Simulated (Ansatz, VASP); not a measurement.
## Two plane-wave programs on C

Contents of INCAR:

```
SYSTEM = C
ALGO     = Normal         ! electronic algorithm
EDIFF    = 1E-6           ! SCF threshold, eV
ENCUT    = 520            ! plane-wave cutoff, eV
GGA      = CA             ! functional
ISIF     = 2              ! what is computed and relaxed
ISMEAR   = 0              ! smearing method
LASPH    = .True.         ! aspherical terms in the spheres
LCHARG   = .False.        ! write CHGCAR
LREAL    = .False.        ! projectors in reciprocal space
LWAVE    = .False.        ! write WAVECAR
NBANDS   = 11             ! bands
NELM     = 100            ! most SCF steps
PREC     = Accurate       ! precision mode
SIGMA    = 0.05           ! smearing width, eV
```

The input KPOINTS:

```
k-points
0
Gamma
  12 12 12
  0 0 0
```

File POSCAR:

```
C
1.0
    0.0000000000      1.9489687552      1.7966710835
    1.5516704812      0.0000000000      1.7966710835
    1.5516704812      1.9489687552      0.0000000000
C
2
Direct
    0.5000000000      0.5000000000      0.5000000000
    0.7500000000      0.7500000000      0.7500000000
```

Input for Ansatz:

```yaml
crystal:
  lattice:
    - [0.0, 1.9489687552, 1.7966710835]
    - [1.5516704812, 0.0, 1.7966710835]
    - [1.5516704812, 1.9489687552, 0.0]
  atoms:
    - { symbol: C, position: [0.5, 0.5, 0.5] }
    - { symbol: C, position: [0.75, 0.75, 0.75] }
basis:
  ecutwfc: 520.0
kpoints:
  mp_grid: { grid: [12, 12, 12] }
hamiltonian:
  xc: lda
  pseudopotentials: { kind: paw, azcp: { folder: soft_1 } }
scf:
  occupations: { method: gaussian, width: 0.05 }
output:
  forces: true
  stress: true
  eigenvalues: true
  write_density: true
  write_potential: true
  elf: true
  volumetric_format: npy
```

Change from the starting cell: strain +e along x and -e along y -0.1125, strain +e along z and -e/2 along x and y +0.0175.

Alike in both runs: task single point; functional LDA; k mesh 12 × 12 × 12; occupations gaussian, width 0.05 eV; no spin polarisation.

|  | VASP | Ansatz |
| --- | --- | --- |
| version | VASP 6.6.1 | Ansatz 0.2.0 |
| potentials or method | VASP PAW LDA potentials, release 64 (C) | scalar-relativistic, plane waves, PAW |
| plane-wave cutoff (eV) | 520 | 520 |
| valence electrons in the cell | 8 | 8 |

Ansatz gave:

```
gap on the k mesh at the Fermi level (eV)       : none
pressure (GPa)                                  : 6.8
largest component of the traceless stress (GPa) : 103.86
```

Problem. Which values does VASP return?

Solution. gap on the k mesh at the Fermi level (eV): none; pressure (GPa): 8.5; largest component of the traceless stress (GPa): 103.70.

A gap of «none» marks a metal or a gap that the smearing closes. Ansatz warned: «pseudo_functional_mismatch».
